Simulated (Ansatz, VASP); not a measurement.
# One calculation of BN, two programs

```
CELL_PARAMETERS angstrom
2.52184 0.00000 0.00000
-1.26092 2.18397 0.00000
0.00000 0.00000 4.17416
ATOMIC_POSITIONS crystal
B 0.66667 0.33333 0.99969
B 0.33333 0.66667 0.49969
N 0.66667 0.33333 0.62531
N 0.33333 0.66667 0.12531
```

Alike in both runs: functional LDA; k mesh 9 × 9 × 6; occupations gaussian, width 0.1 eV; no spin polarisation.

Ansatz relaxed the structure, and its values are those at the end. VASP's run is a single point on that final structure, the one shown.

|  | VASP | Ansatz |
| --- | --- | --- |
| version | VASP 6.6.1 | Ansatz 0.2.0 |
| potentials or method | VASP PAW LDA potentials, release 64 (B, N) | scalar-relativistic, plane waves, PAW |
| plane-wave cutoff (eV) | 520 | 600 |
| valence electrons in the cell | 16 | 16 |

VASP gave:

| Item | Value |
| --- | --- |
| gap on the k mesh at the Fermi level (eV) | 4.90 |
| least direct gap on the mesh (eV) | 8.28 |
| pressure (GPa) | 1.5 |

Problem. What did Ansatz give for the same quantities?

Solution. gap on the k mesh at the Fermi level (eV): 4.92; least direct gap on the mesh (eV): 8.29; pressure (GPa): 0.3.

Ansatz warned: «pseudo_functional_mismatch».

Caveats: an odd mesh through Γ misses points on the zone boundary, where band edges often lie. As with any semilocal functional, this LDA gap is likely too small.
